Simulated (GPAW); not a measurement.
Cr:

```
CELL_PARAMETERS angstrom
2.71400 0.00000 0.00000
-1.35700 2.35039 0.00000
0.00000 0.00000 4.41000
ATOMIC_POSITIONS crystal
Cr 0.66667 0.33333 0.75000
Cr 0.33333 0.66667 0.25000
```

This isn't the form of Cr at room conditions, which is bcc.

Base run:

```yaml
Program: GPAW 26.7.0
Functional: PBEsol
Potentials_or_basis: PAW data sets generated in the run's folder for this functional
Cutoff: 600 eV
Basis: pw
k_mesh: 10 × 10 × 5
Occupations: fermi-dirac, width 0.05 eV
Spin: collinear spin, ferromagnetic start
Starting_moments: "[3.0, 3.0] μB"
Hubbard_terms: Cr d U = 1 eV
```

Its results: pressure -19.2 GPa; net moment 4.02 μB per cell; site moments Cr +1.82 μB.

**Question.** The run is repeated on the same cell with these changes: hubbard terms from Cr d U = 1 eV to Cr d U = 4 eV. What comes out?

**Answer.** Pressure 47.5 GPa; net moment 8.98 μB per cell; site moments Cr +3.85 μB.

Caveats: the U is typed as a test and isn't derived for this compound; a pressure of tens of GPa on the cell as given is suspect, and the run, the potentials or the cell itself is likely at fault (some runs).

Not every run made on this cell is shown here.
